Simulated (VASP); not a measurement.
# GaN (Fm-3m) in VASP: further runs, part 2 of 2

VASP 6.6.1. The steps go on from the part before.

### Step 5. Single point, PBE, spin-orbit coupling, no magnetisation

Input file INCAR:

```
PREC = Accurate ; ENCUT = 400
EDIFF = 1E-7 ; ISMEAR = 0
SIGMA = 0.02 ; LREAL = False
LASPH = True ; NELM = 100
ALGO = Normal ; ISIF = 2
LWAVE = False ; LCHARG = False
MAGMOM = 0 0 0 0 0 0 ; LORBIT = 11
LSORBIT = True ; GGA_COMPAT = False
GGA = PE ; NBANDS = 34
```

Input file KPOINTS:

```
regular mesh
0
Gamma
  5 5 5
```

Input file POSCAR:

```
GaN
1.0
    0.0000000000      2.1352350000      2.1352350000
    2.1352350000      0.0000000000      2.1352350000
    2.1352350000      2.1352350000      0.0000000000
Ga N
1 1
Direct
    0.0000000000      0.0000000000      0.0000000000
    0.5000000000      0.5000000000      0.5000000000
```

Potentials or basis: VASP PAW PBE potentials, release 64 (Ga_d, N).

Command:

```bash
$ cat potpaw_PBE.64/Ga_d/POTCAR potpaw_PBE.64/N/POTCAR > POTCAR
$ mpirun -np 1 vasp_ncl > vasp.out
```

OUTCAR:

```text
PREC = Accurate
   ENCUT = 400
   EDIFF = 1E-7
   ISMEAR = 0
   LREAL = False
   LASPH = True
   NELM = 100
   ISIF = 2
   LORBIT = 11
   LSORBIT = True
   GGA = PE

 Found     10 irreducible k-points:

 Following reciprocal coordinates:
            Coordinates               Weight
  0.000000  0.000000  0.000000      1.000000
  0.200000  0.000000  0.000000      8.000000
  0.400000  0.000000  0.000000      8.000000
  0.200000  0.200000  0.000000      6.000000
  0.400000  0.200000  0.000000     24.000000
 -0.400000  0.200000  0.000000     24.000000
   k-points           NKPTS =     10   k-points in BZ     NKDIM =     10   number of bands    NBANDS=     34
   number of dos      NEDOS =    301   number of ions     NIONS =      2
   total plane-waves  NPLWV =   8000
   dimension x,y,z NGX =    20 NGY =   20 NGZ =   20
   dimension x,y,z NGXF=    40 NGYF=   40 NGZF=   40
   ions per type =               1   1
   NGX,Y,Z   is equivalent  to a cutoff of  11.01, 11.01, 11.01 a.u.
   NGXF,Y,Z  is equivalent  to a cutoff of  22.02, 22.02, 22.02 a.u.
 SYSTEM =  unknown system
   PREC   = accura    normal or accurate (medium, high low for compatibility)
   ISTART =      0    job   : 0-new  1-cont  2-samecut
   ICHARG =      2    charge: 1-file 2-atom 10-const
   ISPIN  =      1    spin polarized calculation?
   LNONCOLLINEAR =      T non collinear calculations
   LSORBIT =      T    spin-orbit coupling
   LASPH  =      T    aspherical Exc in radial PAW
   ENCUT  =  400.0 eV  29.40 Ry    5.42 a.u.   4.92  4.92  4.92*2*pi/ulx,y,z
   NELM   =    100;   NELMIN=  2; NELMDL= -5     # of ELM steps
   EDIFF  = 0.1E-06   stopping-criterion for ELM
   LREAL  =      F    real-space projection
   EDIFFG = 0.1E-05   stopping-criterion for IOM
   NSW    =      0    number of steps for IOM
   IBRION =     -1    ionic relax: 0-MD 1-quasi-New 2-CG
   NFREE  =      0    steps in history (QN), initial steepest desc. (CG)
   ISIF   =      2    stress and relaxation
   ISYM   =      2    0-nonsym 1-usesym 2-fastsym
   POTIM  = 0.5000    time-step for ionic-motion
   TEBEG  =    0.0;   TEEND  =   0.0 temperature during run
   PSTRESS=    0.0 pullay stress
   NELECT =      18.0000    total number of electrons
   NUPDOWN=      -1.0000    fix difference up-down
   EMIN   =  10.00;   EMAX   =-10.00  energy-range for DOS
   EFERMI =   0.00;   METHOD = LEGACY
   ISMEAR =     0;   SIGMA  =   0.02  broadening in eV -4-tet -1-fermi 0-gaus
   EFERMI_NEDOS =   21; number of points for ismear=-14 and -15
   IALGO  =     38    algorithm
   IMIX   =      4    mixing-type and parameters
     AMIX     =   0.40;   BMIX     =  1.00
     AMIX_MAG =   1.60;   BMIX_MAG =  1.00
  volume/ion in A,a.u.               =       9.74        65.70
  Fermi-wavevector in a.u.,A,eV,Ry     =   1.594814  3.013761 34.605481  2.543431
  Thomas-Fermi vector in A             =   2.692830
   LORBIT       =     11    0 simple, 1 ext, 2 COOP (PROOUT), +10 PAW based schemes
   GGA     = PE    functional components
   LHFCALC =     F    Hartree Fock is set to
   AEXX    =    0.0000 exact exchange contribution
   IVDW    =     0    specifies the selected vdW correction
   LEPSILON=     F    determine dielectric tensor
   LRPA    =     F    only Hartree local field effects (RPA)
 Gauss-broadening in eV      SIGMA  =   0.02
  energy-cutoff  :      400.00
  volume of cell :       19.47
 maximum number of plane-waves:       718
   NGX =  9   NGY =  9   NGZ =  9

 number of electron      17.9999992 magnetization      -0.0000000     -0.0000000     -0.0000000

 number of electron      17.9999992 magnetization       0.0000000      0.0000000      0.0000000

 Free energy of the ion-electron system (eV)
  ---------------------------------------------------
  ext. energy  EPLUGINS =         0.00000000
  ---------------------------------------------------
  free energy    TOTEN  =       -11.17153626 eV

  energy without entropy =      -11.17153626  energy(sigma->0) =      -11.17153626

 E-fermi :   7.6908     XC(G=0): -12.9019

 val. band max:        7.5255095009   @ k =  -0.2000   0.2000   0.0000
 cond. band min:       8.6495450022   @ k =   0.4000   0.4000   0.0000
 fundamental gap:      1.1240355013
 Fermi energy:         7.6908023577

 k-point     1 :       0.0000    0.0000    0.0000
  band No.  band energies     occupation
      1      -9.4662      1.00000
      2      -9.4662      1.00000
      3      -6.7407      1.00000
      4      -6.7407      1.00000
      5      -6.7407      1.00000
      6      -6.7407      1.00000
[... 187 lines left out ...]
     29      27.9773      0.00000
     30      27.9773      0.00000

 [... further k-points ...]

 [bands above 30 left out]

------------------------ aborting loop because EDIFF is reached ----------------------------------------

  FORCE on cell =-STRESS in cart. coord.  units (eV):
  Direction    XX          YY          ZZ          XY          YZ          ZX
  --------------------------------------------------------------------------------------
  -------------------------------------------------------------------------------------
  Total       -0.4893536     -0.4893536     -0.4893536      0.0000000      0.0000000     -0.0000000
  in kB      -40.2685821    -40.2685821    -40.2685821      0.0000000      0.0000000     -0.0000000
  external PRESSURE =     -40.2685821 kB  Pullay stress =       0.0000000 kB

 VOLUME and BASIS-vectors are now :
 -----------------------------------------------------------------------------
  energy-cutoff  :      400.00
  volume of cell :       19.47
      direct lattice vectors                 reciprocal lattice vectors
     0.000000000  2.135235000  2.135235000    -0.234166263  0.234166263  0.234166263
     2.135235000  0.000000000  2.135235000     0.234166263 -0.234166263  0.234166263
     2.135235000  2.135235000  0.000000000     0.234166263  0.234166263 -0.234166263

 POSITION                                       TOTAL-FORCE (eV/Angst)
 -----------------------------------------------------------------------------------
      0.00000      0.00000      0.00000        -0.000000     -0.000000     -0.000000
      2.13524      2.13524      2.13524         0.000000      0.000000      0.000000
 -----------------------------------------------------------------------------------
    total drift:                                0.000000      0.000000      0.000000

  FREE ENERGIE OF THE ION-ELECTRON SYSTEM (eV)
  ---------------------------------------------------
  free  energy   TOTEN  =       -11.1715362633 eV

  energy  without entropy=      -11.1715362633  energy(sigma->0) =      -11.17153626

 Spin-Orbit-Coupling matrix elements

 Ion:    1  E_soc:     -0.0094402
 l=   1
     0.0000000    -0.0008061    -0.0008061
    -0.0008061     0.0000000    -0.0008061
    -0.0008061    -0.0008061     0.0000000
 l=   2
     0.0000000    -0.0001619     0.0000000    -0.0001619    -0.0006053
    -0.0001619     0.0000000    -0.0004540    -0.0001619    -0.0001513
     0.0000000    -0.0004540     0.0000000    -0.0004540     0.0000000
    -0.0001619    -0.0001619    -0.0004540     0.0000000    -0.0001513
    -0.0006053    -0.0001513     0.0000000    -0.0001513     0.0000000
 l=   3
     0.0000000     0.0000000     0.0000000     0.0000000     0.0000000     0.0000000     0.0000000
     0.0000000     0.0000000     0.0000000     0.0000000     0.0000000     0.0000000     0.0000000
     0.0000000     0.0000000     0.0000000     0.0000000     0.0000000     0.0000000     0.0000000
     0.0000000     0.0000000     0.0000000     0.0000000     0.0000000     0.0000000     0.0000000
     0.0000000     0.0000000     0.0000000     0.0000000     0.0000000     0.0000000     0.0000000
     0.0000000     0.0000000     0.0000000     0.0000000     0.0000000     0.0000000     0.0000000
     0.0000000     0.0000000     0.0000000     0.0000000     0.0000000     0.0000000     0.0000000

 Ion:    2  E_soc:     -0.0000806
 l=   1
     0.0000000    -0.0000134    -0.0000134
    -0.0000134     0.0000000    -0.0000134
    -0.0000134    -0.0000134     0.0000000
 l=   2
     0.0000000     0.0000000     0.0000000     0.0000000     0.0000000
     0.0000000     0.0000000     0.0000000     0.0000000     0.0000000
     0.0000000     0.0000000     0.0000000     0.0000000     0.0000000
     0.0000000     0.0000000     0.0000000     0.0000000     0.0000000
     0.0000000     0.0000000     0.0000000     0.0000000     0.0000000
 l=   3
     0.0000000     0.0000000     0.0000000     0.0000000     0.0000000     0.0000000     0.0000000
     0.0000000     0.0000000     0.0000000     0.0000000     0.0000000     0.0000000     0.0000000
     0.0000000     0.0000000     0.0000000     0.0000000     0.0000000     0.0000000     0.0000000
     0.0000000     0.0000000     0.0000000     0.0000000     0.0000000     0.0000000     0.0000000
     0.0000000     0.0000000     0.0000000     0.0000000     0.0000000     0.0000000     0.0000000
     0.0000000     0.0000000     0.0000000     0.0000000     0.0000000     0.0000000     0.0000000
     0.0000000     0.0000000     0.0000000     0.0000000     0.0000000     0.0000000     0.0000000

 total charge

# of ion       s       p       d       tot
------------------------------------------
    1        0.706   0.708  10.176  11.589
    2        1.252   2.428   0.000   3.680
--------------------------------------------------
tot          1.958   3.136  10.176  15.270

 magnetization (x)

# of ion       s       p       d       tot
------------------------------------------
    1        0.000  -0.000   0.000  -0.000
    2        0.000   0.000   0.000   0.000
--------------------------------------------------
tot          0.000  -0.000   0.000  -0.000

 magnetization (y)

# of ion       s       p       d       tot
------------------------------------------
    1        0.000   0.000   0.000   0.000
    2        0.000   0.000   0.000   0.000
--------------------------------------------------
tot          0.000   0.000   0.000   0.000

 magnetization (z)

# of ion       s       p       d       tot
------------------------------------------
    1       -0.000  -0.000   0.000  -0.000
    2        0.000   0.000   0.000   0.000
--------------------------------------------------
tot         -0.000  -0.000   0.000  -0.000
```

Run time: 20 s. Hardware: 1 thread of Intel Xeon Platinum 8259CL at 2.50GHz (Skylake/Cascade Lake), shared host; peak memory 0.16 GiB.

The run converged, but some of its settings lie outside the range that counts as converged, so its numbers aren't taken as properties of the crystal.

Results:

```yaml
Free_energy: -11.1715 eV
Valence_electrons_inside_the_program's_atomic_spheres: Ga 11.59; N 3.68
```

Caveat: the k mesh is coarse (spacing up to 0.51 Å⁻¹), so the values aren't converged; the cutoff is under 1.25 times the usual one of these potentials, so pressure, stress and relaxed cells hold a basis-set (Pulay) error.

### Step 6. Single point, PBE, spin-orbit coupling, no magnetisation

INCAR: that of step 5 with these lines changed.

```diff
@@ -1,2 +1,2 @@
-PREC = Accurate ; ENCUT = 400
+PREC = Accurate ; ENCUT = 500
 EDIFF = 1E-7 ; ISMEAR = 0
```

KPOINTS is that of step 5.

POSCAR is that of step 5.

Potentials or basis: VASP PAW PBE potentials, release 64 (Ga_d, N).

Command:

```bash
$ cat potpaw_PBE.64/Ga_d/POTCAR potpaw_PBE.64/N/POTCAR > POTCAR
$ mpirun -np 1 vasp_ncl > vasp.out
```

Wall time 25 s (1 thread of Intel Xeon Platinum 8259CL at 2.50GHz (Skylake/Cascade Lake), shared host); peak memory 0.19 GiB.

The run converged, but some of its settings lie outside the range that counts as converged, so its numbers aren't taken as properties of the crystal.

What came out:

- Free energy: -11.1698 eV
- Pressure: 0.0 GPa
- Valence electrons inside the program's atomic spheres: Ga 11.59; N 3.72

Caveat: the k mesh is coarse (spacing up to 0.51 Å⁻¹), so the values aren't converged.

### Step 7. For comparison

An earlier run on the cell as given: functional PBE; potentials or basis VASP PAW PBE potentials, release 64 (Ga_d, N); cutoff 520 eV; k mesh 11 × 11 × 11; occupations fermi-dirac, width 0.05 eV; no spin polarisation.

- Pressure: 0.4 GPa
- Band gap on the k mesh: 0.54 eV, indirect (least direct gap 2.37 eV)
